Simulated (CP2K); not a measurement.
InP:

```
CELL_PARAMETERS angstrom
3.91572 0.00000 0.00000
1.95786 3.39112 0.00000
1.95786 1.13037 3.19717
ATOMIC_POSITIONS crystal
In 0.00000 0.00000 0.00000
P 0.50000 0.50000 0.50000
```

Measurements of this composition are mostly on another form, of space group No. 216.

Base run:

| Quantity | Value |
| --- | --- |
| Program | CP2K 2026.2 |
| Functional | PBE |
| Potentials or basis | POTENTIAL_UZH In GTH-PBE-q13, P GTH-PBE-q5; TZVP-MOLOPT-PBE-GTH basis |
| Density cutoff | 6123 eV |
| k mesh | 8 × 8 × 8 |
| Occupations | gaussian, width 0.05 eV |
| Spin | no spin polarisation |

Its results: band gap on the k mesh none (metal or under the smearing width); pressure 0.5 GPa.

Problem. The run is repeated on the same cell with these changes: functional from PBE to PBEsol; occupations from gaussian, width 0.05 eV to gaussian, width 0.02 eV. What comes out?

Solution. Band gap on the k mesh none (metal or under the smearing width); pressure -2.4 GPa.

Caveats: the basis of atomic orbitals isn't converged, which shifts pressures, moduli and gaps; the potentials were made for another functional, which shifts forces and pressure (some runs).
